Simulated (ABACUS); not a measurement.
Runs of ABACUS 3.10.1 on Pb. It takes space group Fm-3m (No. 225, cubic). The conventional cell has a = 4.950 Å, b = 4.950 Å, c = 4.950 Å, α = 90.00°, β = 90.00°, γ = 90.00°. Around Pb (site symmetry m-3m) lie 12 Pb at 3.50 Å. 

```tsv
task	level	potentials or basis	cell	k mesh	cutoff (eV)	orbital files	SCF threshold on the density	eigensolver	symmetry key	max steps of the relaxation	mesh quality	gap on the mesh (eV)	pressure (GPa)
relaxation of cell and atoms	RPBE	GBRV ultrasoft 1.5 PBE, plane waves	relaxed	7 × 7 × 7	544	-	1e-08	dav	1	60	not flagged	none	0.0
single point	BLYP	Ansatz NC PBE, DZP LCAO (the cutoffs set its grid)	as given	8 × 8 × 8	1361	Pb Pb_confined-atom_8au_2s2p2d.orb	1e-07	genelpa	1	-	not flagged	none	-4.8
single point	revTPSS	SG15 ONCV 1.2 PBE, plane waves	as given	6 × 6 × 6	993	-	1e-08	dav	1	-	coarse	none	0.2
single point	RPBE	GBRV ultrasoft 1.5 PBE, plane waves	as given	7 × 7 × 7	544	-	1e-08	dav	1	-	not flagged	none	(a)
```

Alike in all rows: no spin polarisation; smearing fermi-dirac 0.05 eV.

**Question.** Fill in the values left out.

**Answer.** (a) 4.3.

Caveats: some runs use coarse meshes; the potentials were made for another functional, which shifts forces and pressure; the atomic orbitals were generated for these runs and aren't a published set (some runs); the basis of atomic orbitals isn't converged, which shifts pressures, moduli and gaps (some runs).

A k mesh can miss the band edges, and the runs leave out spin-orbit coupling on Pb.

A gap of «none» marks a metal or a gap under the smearing width.

Runs at the PBE level aren't shown here.
